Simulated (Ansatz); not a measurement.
## Relaxing Rh

Computed with DFT r2SCAN, scalar-relativistic, plane waves, PAW in Ansatz 0.2.0. Settings: 500 eV cutoff, 24×24×12 k-mesh, Gaussian smearing of 0.10 eV, no spin polarisation.

What was changed: uniaxial strain along c, with a, b and atoms relaxed: -2.0 %.

Command:

```bash
ansatz run input.yaml --threads 1 --pin off --max-ram 2560MiB --backend cpu --events-out ev --progress --plain --runs-dir out
```

Input:

```yaml
crystal:
  lattice:
    - [2.7171613986, 0.0, 0.0]
    - [-1.3585806993, 2.3531307973, 0.0]
    - [0.0, 0.0, 4.2616448766]
  atoms:
    - { symbol: Rh, position: [0.6666666667, 0.3333333333, 0.75] }
    - { symbol: Rh, position: [0.3333333333, 0.6666666667, 0.25] }
basis:
  ecutwfc: 500
kpoints:
  mp_grid: { grid: [24, 24, 12] }
hamiltonian:
  xc: r2scan
scf:
  occupations: { method: gaussian, width: 0.1 }
output:
  forces: true
  stress: true
  eigenvalues: true
relax:
  adjacent_minimum: "off"
  f_tol: 0.008
  max_steps: 40
  cell: { stress_tol: 0.015, fix: [c, angles] }
```

F is the free energy. Steps run on the plane waves of an earlier cell, but the last one, and at times one on the way, on a freshly chosen basis, so a repeated geometry can differ a little in energy. The held parts of the cell keep their stress, so P needn't end at zero.

Steps:

```json
{"step": "1", "F − F(1) (eV)": "0.0000", "largest force component (eV/Å)": "0.000", "V (Å³/atom)": "13.624", "P (GPa)": "3.33"}
{"step": "2", "F − F(1) (eV)": "0.0000", "largest force component (eV/Å)": "0.000", "V (Å³/atom)": "13.673", "P (GPa)": "2.33"}
{"step": "3", "F − F(1) (eV)": "-0.0001", "largest force component (eV/Å)": "0.000", "V (Å³/atom)": "13.653", "P (GPa)": "2.74"}
{"step": "4", "F − F(1) (eV)": "-0.0001", "largest force component (eV/Å)": "0.000", "V (Å³/atom)": "13.653", "P (GPa)": "2.74"}
```

Relaxed structure:

```cif
data_structure
_symmetry_space_group_name_H-M 'P 1'
_symmetry_Int_Tables_number 1
_cell_length_a 2.7200
_cell_length_b 2.7200
_cell_length_c 4.2616
_cell_angle_alpha 90.000
_cell_angle_beta 90.000
_cell_angle_gamma 120.000
_cell_volume 27.31
loop_
_atom_site_label
_atom_site_type_symbol
_atom_site_fract_x
_atom_site_fract_y
_atom_site_fract_z
_atom_site_occupancy
Rh1 Rh 0.66667 0.33333 0.75000 1
Rh2 Rh 0.33333 0.66667 0.25000 1
```

It takes space group P6_3/mmc (No. 194, hexagonal). Conventional cell: a = 2.720 Å, b = 2.720 Å, c = 4.262 Å, α = 90.00°, β = 90.00°, γ = 120.00°. Rh (site symmetry -6m2) has 12 Rh at 2.65 to 2.72 Å as nearest neighbours.

The run converged. The run took 96 s on 1 thread of AMD EPYC 9R45 96-Core Processor (Zen 5), with other jobs on the host, peak memory 1 GiB.